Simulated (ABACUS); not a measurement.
The system is Zr.

```
CELL_PARAMETERS angstrom
3.23200 0.00000 0.00000
-1.61600 2.79899 0.00000
0.00000 0.00000 5.14700
ATOMIC_POSITIONS crystal
Zr 0.66667 0.33333 0.75000
Zr 0.33333 0.66667 0.25000
```

Base run:

```yaml
Program: ABACUS 3.10.1
Functional: PBE
Potentials_or_basis: GBRV ultrasoft 1.5 PBE
Cutoff: 544 eV
Density_cutoff: 4354 eV
Basis: plane waves
k_mesh: 7 × 7 × 4
Occupations: fermi-dirac, width 0.05 eV
Spin: no spin polarisation
```

Its results: band gap on the k mesh none (metal or under the smearing width); pressure 0.5 GPa.

The run is repeated on the same cell with these changes: functional from PBE to LDA; potentials or basis from GBRV ultrasoft 1.5 PBE to GBRV ultrasoft 1.5 LDA. What comes out?

Band gap on the k mesh none (metal or under the smearing width); pressure -6.0 GPa.

Not every run made on this cell is shown here.
